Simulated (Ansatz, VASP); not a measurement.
# BaTe in VASP and in Ansatz

POSCAR

```
BaTe
1.0
    4.2448181569      0.0000000000      0.0000000000
    0.0000000000      4.2448181569      0.0000000000
    0.0000000000      0.0000000000      4.2448181569
Ba Te
1 1
Direct
    0.0000000000      0.0000000000      0.0000000000
    0.5000000000      0.5000000000      0.5000000000
```

Contents of INCAR.step1:

```
PREC = Accurate
ENCUT = 520
ISMEAR = 0
SIGMA = 0.01
LREAL = False
LASPH = True
NELM = 100
NBANDS = 15
GGA = PE
ALGO = Normal
EDIFF = 1E-4
LWAVE = True
LCHARG = False
```

Contents of INCAR.step2:

```
PREC = Accurate
ENCUT = 520
EDIFF = 1E-6
ISMEAR = 0
SIGMA = 0.01
LREAL = False
LASPH = True
NELM = 100
ALGO = Normal
ISIF = 2
LWAVE = False
LCHARG = False
METAGGA = R2SCAN
LMIXTAU = True
NBANDS = 15
ISTART = 1
```

KPOINTS

```
Automatic mesh
0
Gamma
  4 4 4
```

Input for Ansatz:

```yaml
crystal:
  lattice:
    - [4.2448181569, 0.0, 0.0]
    - [0.0, 4.2448181569, 0.0]
    - [0.0, 0.0, 4.2448181569]
  atoms:
    - { symbol: Ba, position: [0.0, 0.0, 0.0] }
    - { symbol: Te, position: [0.5, 0.5, 0.5] }
kpoints:
  mp_grid: { grid: [4, 4, 4] }
hamiltonian:
  xc: r2scan
scf:
  occupations: { method: fixed }
  n_extra_bands: 4
output:
  forces: true
  stress: true
  eigenvalues: true
```

The cell was built by a generator and needn't be a form met in nature.

Alike in both runs: task single point; functional r2SCAN; k mesh 4 × 4 × 4; no spin polarisation.

|  | VASP | Ansatz |
| --- | --- | --- |
| version | VASP 6.6.1 | Ansatz 0.2.0 |
| potentials or method | VASP PAW PBE potentials, release 64 (Ba_sv, Te) | plane waves, PAW |
| plane-wave cutoff (eV) | 520 | 500 |
| occupations | gaussian, width 0.01 eV | fixed |
| valence electrons in the cell | 16 | 26 |

|  | VASP | Ansatz | Ansatz less VASP |
| --- | --- | --- | --- |
| gap on the k mesh at the Fermi level (eV) | 1.09 | 1.19 | +0.098 |
| pressure (GPa) | 0.6 | 0.1 | -0.49 |

The two sets of potentials don't hold the same shells in valence.

Caveats: the PAW data sets were made with another functional, which shifts forces and pressure a little (VASP); spin-orbit coupling is left out, which moves the levels of the heavy elements. r2SCAN opens gaps a little over a GGA but as a rule still falls short of measured ones. A k mesh can miss the band edges.
